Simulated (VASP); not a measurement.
Here is a VASP 6.6.1 calculation.

Contents of INCAR:

```
SYSTEM = AlGa3N2
ALGO     = Fast           ! electronic algorithm
EDIFF    = 1E-4           ! SCF threshold, eV
EDIFFG   = -0.08          ! ionic threshold
ENCUT    = 520            ! plane-wave cutoff, eV
GGA      = PE             ! functional
IBRION   = 2              ! ionic algorithm
ISIF     = 3              ! what is computed and relaxed
ISMEAR   = 0              ! smearing method
KPAR     = 2            
LASPH    = .TRUE.         ! aspherical terms in the spheres
LCHARG   = .FALSE.        ! write CHGCAR
LREAL    = .FALSE.        ! projectors in reciprocal space
LWAVE    = .FALSE.        ! write WAVECAR
NELM     = 60             ! most SCF steps
NSW      = 24             ! ionic steps
PREC     = Normal         ! precision mode
SIGMA    = 0.15           ! smearing width, eV
```

File KPOINTS:

```
k-points
0
G
  4 4 3
  0 0 0
```

File POSCAR:

```
AlGa3N2
1.0
    4.1873478700      0.0000000000      0.0000000000
    0.0000000000      4.1873478700      0.0000000000
    0.0000000000      0.0000000000      5.9630950500
Al Ga N
1 3 2
Direct
    0.0000000000      0.0000000000      0.5000000000
    0.5000000000      0.5000000000      0.0000000000
    0.0000000000      0.0000000000      0.0000000000
    0.5000000000      0.5000000000      0.5000000000
    0.0000000000      0.5000000000      0.2679100000
    0.5000000000      0.0000000000      0.7320900000
```

Potentials or basis: VASP PAW PBE potentials, release 64 (Al, Ga_d, N).

Launch:

```sh
$ cat potpaw_PBE.64/Al/POTCAR potpaw_PBE.64/Ga_d/POTCAR potpaw_PBE.64/N/POTCAR > POTCAR
$ mpirun -np 2 vasp_std > vasp.out
```

Task: What does it give for the relaxed cell?

Result: a = 3.773 Å, b = 3.773 Å, c = 6.916 Å, α = 90.00°, β = 90.00°, γ = 90.00°.

Task: What does it give for the relaxed volume?

Result: 16.41 Å³/atom.

Task: Predict the space group after relaxing (to 0.05 Å).

Result: P-4m2 (No. 115).

Task: Predict the band gap on the k mesh.

Result: None (metal or under the smearing width).

Forces on the atoms (eV/Å):
```
Al   0.000  0.000  0.000
Ga   0.000  0.000  0.000
Ga   0.000  0.000  0.000
Ga   0.000  0.000  0.000
N    0.000  0.000 -0.038
N    0.000  0.000  0.038
```

Caveat: the k mesh is coarse (spacing up to 0.38 Å⁻¹), so the values aren't converged; this functional lacks dispersion, which binds the layers, so the pressure and a relaxed spacing across them are unreliable; the relaxation stopped at a loose force limit of 0.08 eV/Å, so its end isn't a converged minimum.
